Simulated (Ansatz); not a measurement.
# Al15GeO24: the cost of one run

Program: Ansatz 0.2.0. Level of theory: DFT, PBE, plane-wave PAW, default files, scalar-relativistic, as far as a step names no other. These are calculated values, not measurements.

## Step 1: The structure to begin with

It takes space group R3 (No. 146, trigonal). Conventional cell: a = 9.610 Å, b = 9.610 Å, c = 13.116 Å, α = 90.00°, β = 90.00°, γ = 120.00°. Ge (site symmetry 3) has 6 O at 1.87 to 1.99 Å as nearest neighbours. Around Al (site symmetry 1) lie 6 O at 1.87 to 1.99 Å. Around Al (site symmetry 3) lie 6 O at 1.87 to 1.99 Å. Only part of the 16 independent sites is listed.

Structure file:

```
Ge Al O
1.0
    -4.80503   -2.77418    4.37208
     4.80503   -2.77418    4.37208
     0.00000    5.54837    4.37208
Ge Al O
1 15 24
Direct
  0.64790 0.64790 0.64790
  0.14790 0.14790 0.64790
  0.14790 0.64790 0.14790
  0.64790 0.14790 0.14790
  0.85210 0.85210 0.85210
  0.35210 0.35210 0.85210
  0.35210 0.85210 0.35210
  0.85210 0.35210 0.35210
  0.14790 0.14790 0.14790
  0.64790 0.64790 0.14790
  0.64790 0.14790 0.64790
  0.14790 0.64790 0.64790
  0.35210 0.35210 0.35210
  0.85210 0.85210 0.35210
  0.85210 0.35210 0.85210
  0.35210 0.85210 0.85210
  0.40307 0.59693 0.25000
  0.90307 0.09693 0.25000
  0.90307 0.59693 0.75000
  0.40307 0.09693 0.75000
  0.40307 0.75000 0.59693
  0.90307 0.25000 0.59693
  0.90307 0.75000 0.09693
  0.40307 0.25000 0.09693
  0.59693 0.25000 0.40307
  0.09693 0.75000 0.40307
  0.09693 0.25000 0.90307
  0.59693 0.75000 0.90307
  0.25000 0.40307 0.59693
  0.75000 0.90307 0.59693
  0.75000 0.40307 0.09693
  0.25000 0.90307 0.09693
  0.75000 0.59693 0.40307
  0.25000 0.09693 0.40307
  0.25000 0.59693 0.90307
  0.75000 0.09693 0.90307
  0.59693 0.40307 0.75000
  0.09693 0.90307 0.75000
  0.09693 0.40307 0.25000
  0.59693 0.90307 0.25000
```

Atom 1 of the input is the impurity.

## Step 2: Gradients at the starting positions

input.yaml reads:

```yaml
crystal:
  lattice:
    - [-4.8050272208, -2.7741837594, 4.3720844159]
    - [4.8050272208, -2.7741837594, 4.3720844159]
    - [0.0, 5.5483675188, 4.3720844159]
  atoms:
    - { symbol: Ge, position: [0.647904, 0.647904, 0.647904] }
    - { symbol: Al, position: [0.147904, 0.147904, 0.647904] }
    - { symbol: Al, position: [0.147904, 0.647904, 0.147904] }
    - { symbol: Al, position: [0.647904, 0.147904, 0.147904] }
    - { symbol: Al, position: [0.852096, 0.852096, 0.852096] }
    - { symbol: Al, position: [0.352096, 0.352096, 0.852096] }
    - { symbol: Al, position: [0.352096, 0.852096, 0.352096] }
    - { symbol: Al, position: [0.852096, 0.352096, 0.352096] }
    - { symbol: Al, position: [0.147904, 0.147904, 0.147904] }
    - { symbol: Al, position: [0.647904, 0.647904, 0.147904] }
    - { symbol: Al, position: [0.647904, 0.147904, 0.647904] }
    - { symbol: Al, position: [0.147904, 0.647904, 0.647904] }
    - { symbol: Al, position: [0.352096, 0.352096, 0.352096] }
    - { symbol: Al, position: [0.852096, 0.852096, 0.352096] }
    - { symbol: Al, position: [0.852096, 0.352096, 0.852096] }
    - { symbol: Al, position: [0.352096, 0.852096, 0.852096] }
    - { symbol: O, position: [0.40307275, 0.59692725, 0.25] }
    - { symbol: O, position: [0.90307275, 0.09692725, 0.25] }
    - { symbol: O, position: [0.90307275, 0.59692725, 0.75] }
    - { symbol: O, position: [0.40307275, 0.09692725, 0.75] }
    - { symbol: O, position: [0.40307275, 0.75, 0.59692725] }
    - { symbol: O, position: [0.90307275, 0.25, 0.59692725] }
    - { symbol: O, position: [0.90307275, 0.75, 0.09692725] }
    - { symbol: O, position: [0.40307275, 0.25, 0.09692725] }
    - { symbol: O, position: [0.59692725, 0.25, 0.40307275] }
    - { symbol: O, position: [0.09692725, 0.75, 0.40307275] }
    - { symbol: O, position: [0.09692725, 0.25, 0.90307275] }
    - { symbol: O, position: [0.59692725, 0.75, 0.90307275] }
    - { symbol: O, position: [0.25, 0.40307275, 0.59692725] }
    - { symbol: O, position: [0.75, 0.90307275, 0.59692725] }
    - { symbol: O, position: [0.75, 0.40307275, 0.09692725] }
    - { symbol: O, position: [0.25, 0.90307275, 0.09692725] }
    - { symbol: O, position: [0.75, 0.59692725, 0.40307275] }
    - { symbol: O, position: [0.25, 0.09692725, 0.40307275] }
    - { symbol: O, position: [0.25, 0.59692725, 0.90307275] }
    - { symbol: O, position: [0.75, 0.09692725, 0.90307275] }
    - { symbol: O, position: [0.59692725, 0.40307275, 0.75] }
    - { symbol: O, position: [0.09692725, 0.90307275, 0.75] }
    - { symbol: O, position: [0.09692725, 0.40307275, 0.25] }
    - { symbol: O, position: [0.59692725, 0.90307275, 0.25] }
total_charge: 1
kpoints:
  mp_grid: { grid: [3, 3, 3] }
scf:
  occupations: { method: fermi_dirac, width: 0.01 }
hamiltonian:
  xc: pbe
  pseudopotentials: { kind: paw }
output:
  forces: true
  stress: true
  populations: true
  efg:
    quadrupole_moments_barn: { Ge: -0.196, Al: 0.1466, O: -0.02558 }
    contact_densities: true
  write_density: true
  write_potential: true
  elf: true
  volumetric_format: npy
```

Launch:

```
> ansatz run input.yaml --threads 1 --pin off --max-ram 3072MiB --backend cpu --events-out ev --progress --plain --runs-dir out
```

Q: Estimate wall time and peak memory on 1 thread of AMD EPYC 9R45 (Zen 5), shared host.

About 26 s, with a peak of 0.78 GiB.
